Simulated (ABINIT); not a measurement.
A run of ABINIT 10.8.3 (patched build) is set up as follows.

Contents of run.abi:

```
# Pseudopotentials
pp_dirpath "./"
pseudos "N.GGA_PBE-JTH.xml, B.GGA_PBE-JTH.xml"

# Structure
acell 6.9339716281 6.9339716281 6.9339716281
rprim
     0.3409701749     0.1968592223     0.9192310844
    -0.3409701749     0.1968592223     0.9192310844
     0.0000000000    -0.3937184445     0.9192310844
ntypat 2
znucl 7 5
natom 2
typat 1 2
xcart
     0.0739569651     0.0810423805    12.7324068774
    -0.0630292744    -0.0453390151     0.0970493403
chkprim 0
chksymtnons 0
tolsym 1.0e-6

# Plane-wave basis
ecut 707.496042 eV
pawecutdg 48.0
pawovlp 30

# k points
kptopt 1
ngkpt 12 12 12
nshiftk 1
shiftk 0.0 0.0 0.0

# Exchange and correlation
ixc 11

# Bands and occupations
nband 8
occopt 3
tsmear 0.05 eV

# SCF cycle
nstep 100
tolvrs 1.0e-9

# Output
iomode 3
prtwf 0
prteig 0
prtebands 0
enunit 2
prtden 1
prtvha 1
prtvclmb 1
prtpot 1
```

Potentials or basis: JTH PAW PBE v2.0.

The run is started by

```console
$ abinit run.abi > log 2>&1
```

(1) Estimate the pressure.

(2) What does it give for the band gap on the k mesh?

Answers

(1) 6.9 GPa.

(2) 3.71 eV, indirect (least direct gap 4.58 eV).

Caveat: the atomic spheres overlap.
